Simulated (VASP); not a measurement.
Input of a VASP 6.6.1 run:

INCAR

```
PREC = Accurate
ENCUT = 520
EDIFF = 1E-7
ISMEAR = 0
SIGMA = 0.05
LREAL = F
LASPH = T
NELM = 100
ALGO = Normal
ISIF = 2
LWAVE = F
LCHARG = T
GGA = PS
LELF = T
LVHAR = T
NBANDS = 17
```

KPOINTS

```
regular mesh
0
Gamma
  8 8 8
```

The input POSCAR:

```
TePb
1.0
    0.0000000000      3.2270000000      3.2270000000
    3.2270000000      0.0000000000      3.2270000000
    3.2270000000      3.2270000000      0.0000000000
Te Pb
1 1
Direct
    0.5000000000      0.5000000000      0.5000000000
    0.0464828014     -0.0464828014     -0.0464828014
```

Potentials or basis: VASP PAW PBE potentials, release 64 (Te, Pb_d).

Run with:

```sh
$ cat potpaw_PBE.64/Te/POTCAR potpaw_PBE.64/Pb_d/POTCAR > POTCAR
$ mpirun -np 1 vasp_std > vasp.out
```

Problem. Estimate the pressure.

Solution. 0.9 GPa.

Problem. Estimate the band gap on the k mesh.

Solution. 1.02 eV, indirect (least direct gap 1.09 eV).

Stress tensor (GPa, compression positive):
```
 3.28  0.00  0.00
 0.00 -0.31  0.00
 0.00  0.00 -0.31
```

Caveat: the PAW data sets were made with another functional, which shifts forces and pressure a little; spin-orbit coupling is left out, which as a rule narrows the gap of such compounds by several tenths of an eV. A k mesh can miss the band edges.
